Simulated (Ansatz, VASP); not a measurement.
One calculation of Zn, two programs

```
Zn
1.0
     0.00000    1.93822    1.93822
     1.93822    0.00000    1.93822
     1.93822    1.93822    0.00000
Zn
1
Direct
  0.00000 0.00000 0.00000
```

Change from the starting cell: volume scaled by 0.96.

Alike in both runs: task single point; functional PBE; k mesh 12 × 12 × 12; occupations fermi-dirac, width 0.05 eV; no spin polarisation.

|  | VASP | Ansatz |
| --- | --- | --- |
| version | VASP 6.6.1 | Ansatz 0.2.0 |
| potentials or method | VASP PAW PBE potentials, release 64 (Zn), cutoff 520 eV | all-electron LAPW, scalar-relativistic |

|  | VASP | Ansatz | Ansatz less VASP |
| --- | --- | --- | --- |
| gap on the k mesh at the Fermi level (eV) | none | none | - |
| pressure (GPa) | 3.2 | 2.9 | -0.33 |

A gap of «none» marks a metal or a gap that the smearing closes. Ansatz ran all-electron here, so the differences hold the error of VASP's frozen core and of both bases.
